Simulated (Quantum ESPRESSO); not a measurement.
**CdSe under changes of volume**

One of the cells (28.942 Å³/atom); the others are scaled copies at fixed shape and fractional positions:

```xyz
2
Lattice="0.0000 3.0703 3.0703 3.0703 0.0000 3.0703 3.0703 3.0703 0.0000" Properties=species:S:1:pos:R:3 pbc="T T T"
Cd    0.0000    0.0000    0.0000
Se    1.5351    1.5351    1.5351
```

Measurements of this composition are mostly on another form, of space group No. 186.

| Property | Result |
| --- | --- |
| Program | Quantum ESPRESSO 7.5 |
| Functional | r2SCAN |
| Potentials or basis | SG15 PBE 1.2 |
| Cutoff | 952 eV |
| Density cutoff | 3810 eV |
| k mesh | 6 × 6 × 6 |
| Occupations | fermi-dirac, width 0.05 eV |
| Spin | no spin polarisation |

```tsv
volume (Å³/atom)	energy over the lowest point (meV/atom)	pressure (GPa)	gap on the mesh (eV)
27.206	18.24	3.6	0.97
27.784	7.68	2.2	0.93
28.363	?	?	?
28.942	0.00	0.0	0.84
29.521	1.93	-1.0	0.79
30.100	7.17	-1.9	0.75
30.679	15.37	-2.7	0.71
```

Q: What does the run at 28.363 Å³/atom give?

A: Energy over the lowest point 1.77 meV/atom; pressure 1.0 GPa; gap on the mesh 0.88 eV.

Worked out: A Birch-Murnaghan fit of order 3 (a polynomial in V^(-2/3)) to the other rows has its minimum at 28.92 Å³/atom with B0 = V·E''(V) = 51 GPa and B' = 4.7. It gives 1.76 meV/atom at 28.363 Å³/atom, against the run's 1.77, and -dE/dV = 1.0 GPa, against 1.0. A straight line through the other rows of the gap, of slope -2.2 eV per unit of ln V (its deformation potential), gives 0.88 eV, against the run's 0.88.

Energies are extrapolated to zero smearing.

Caveats: the potentials were made for another functional, which shifts forces and pressure.

Spin-orbit coupling on Cd, Se is left out.
